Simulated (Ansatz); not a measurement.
The system is Ru.

```
CELL_PARAMETERS angstrom
2.70580 0.00000 0.00000
-1.35290 2.34329 0.00000
0.00000 0.00000 4.28190
ATOMIC_POSITIONS crystal
Ru 0.66667 0.33333 0.75000
Ru 0.33333 0.66667 0.25000
```

Base run:

| Item | Value |
| --- | --- |
| Program | Ansatz 0.2.0 |
| Functional | m-r2SCAN |
| Potentials or basis | Ansatz PAW |
| Cutoff | 500 eV (not typed: the program's choice for these potentials) |
| k mesh | 11 × 11 × 6 |
| Occupations | fermi-dirac, width 0.05 eV |
| Spin | no spin polarisation |

Its results: band gap on the k mesh none (metal or under the smearing width); pressure -2.0 GPa.

Q: After a change of settings the same cell gave: band gap on the k mesh none (metal or under the smearing width); pressure -6.2 GPa. Which change was it?
A. functional from m-r2SCAN to PBE; potentials or basis from Ansatz PAW to JTH PAW; cutoff from 500 eV (not typed: the program's choice for these potentials) to 1800 eV (not typed: the program's choice for these potentials)
B. functional from m-r2SCAN to LDA; cutoff from 500 eV (not typed: the program's choice for these potentials) to 420 eV (not typed: the program's choice for these potentials)
C. functional from m-r2SCAN to PBE; cutoff from 500 eV (not typed: the program's choice for these potentials) to 420 eV (not typed: the program's choice for these potentials); k mesh from 11 × 11 × 6 to 8 × 8 × 5
D. functional from m-r2SCAN to PBEsol; cutoff from 500 eV (not typed: the program's choice for these potentials) to 420 eV (not typed: the program's choice for these potentials)

A: D.

Caveats: the PAW data sets come from PBE, with cores solved anew for the run's functional, which leaves a small shift of forces and pressure.
